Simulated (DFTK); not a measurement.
The system is HfC.

```
Hf C
1.0
     0.00000    2.32500    2.32500
     2.32500    0.00000    2.32500
     2.32500    2.32500    0.00000
Hf C
1 1
Direct
  0.50000 0.50000 0.50000
  0.00000 0.00000 0.00000
```

Base run:

* Program: DFTK 0.8.2
* Functional: WC
* Potentials or basis: SG15 1.2 (PBE)
* Cutoff: 1225 eV
* k mesh: 8 × 8 × 8
* Occupations: fermi-dirac, width 0.05 eV
* Spin: no spin polarisation

Its results: band gap on the k mesh none (metal or under the smearing width); pressure -5.5 GPa.

Problem. After a change of settings the same cell gave: band gap on the k mesh none (metal or under the smearing width); pressure -0.5 GPa. Which change was it?
A. functional from WC to AM05
B. functional from WC to TASK
C. functional from WC to PBEsol
D. functional from WC to SCAN

Solution. B.

Caveats: the potentials were made for another functional, which shifts forces and pressure; spin-orbit coupling is left out, which moves the levels of the heavy elements.

Runs at the PBE level aren't shown here.
